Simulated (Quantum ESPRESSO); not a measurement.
**Ag under changes of volume**

One of the cells (17.048 Å³/atom); the others are scaled copies at fixed shape and fractional positions:

```
CELL_PARAMETERS angstrom
0.00000 2.04275 2.04275
2.04275 0.00000 2.04275
2.04275 2.04275 0.00000
ATOMIC_POSITIONS crystal
Ag 0.00000 0.00000 0.00000
```

```yaml
Program: Quantum ESPRESSO 7.5
Functional: PBE
Potentials_or_basis: GBRV 1.5 PBE
Cutoff: 612 eV
Density_cutoff: 4898 eV
k_mesh: 11 × 11 × 11
Occupations: fermi-dirac, width 0.05 eV
Spin: no spin polarisation
```

```tsv
volume (Å³/atom)	energy over the lowest point (meV/atom)	pressure (GPa)
16.025	65.12	12.0
16.366	40.53	8.7
16.707	?	?
17.048	10.11	3.4
17.389	2.91	1.2
17.730	0.00	-0.6
18.071	0.90	-2.3
```

Question: What does the run at 16.707 Å³/atom give?

Answer: Energy over the lowest point 22.41 meV/atom; pressure 5.9 GPa.

Worked out: A Birch-Murnaghan fit of order 3 (a polynomial in V^(-2/3)) to the other rows has its minimum at 17.81 Å³/atom with B0 = V·E''(V) = 91 GPa and B' = 6.2. It gives 22.45 meV/atom at 16.707 Å³/atom, against the run's 22.41, and -dE/dV = 7.1 GPa, against 5.9.

Energies are extrapolated to zero smearing.
